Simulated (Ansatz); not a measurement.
The system is Cr.

```
CELL_PARAMETERS angstrom
2.71400 0.00000 0.00000
-1.35700 2.35039 0.00000
0.00000 0.00000 4.41000
ATOMIC_POSITIONS crystal
Cr 0.66667 0.33333 0.75000
Cr 0.33333 0.66667 0.25000
```

This isn't the form of Cr at room conditions, which is bcc.

Base run:

| Property | Result |
| --- | --- |
| Program | Ansatz 0.2.0 |
| Functional | PBEsol |
| Potentials or basis | all-electron LAPW, non-relativistic |
| Cutoff | 255 eV (chosen from the basis error) |
| Basis error allowed | 0.001 eV/atom |
| k mesh | 11 × 11 × 6 |
| Occupations | fermi-dirac, width 0.05 eV |
| Spin | collinear spin, ferromagnetic start |
| Starting moments | [3.0, 3.0] μB |

Its results: pressure -30.3 GPa; net moment 1.71 μB per cell; site moments Cr +0.82 μB.

Task: The run is repeated on the same cell with these changes: potentials or basis from all-electron LAPW, non-relativistic to all-electron PAW datasets made for the crystal. What comes out?

Result: Pressure -32.1 GPa; net moment 1.65 μB per cell; site moments Cr +0.76 μB.

Caveats: a pressure of tens of GPa on the cell as given is suspect, and the run, the potentials or the cell itself is likely at fault.
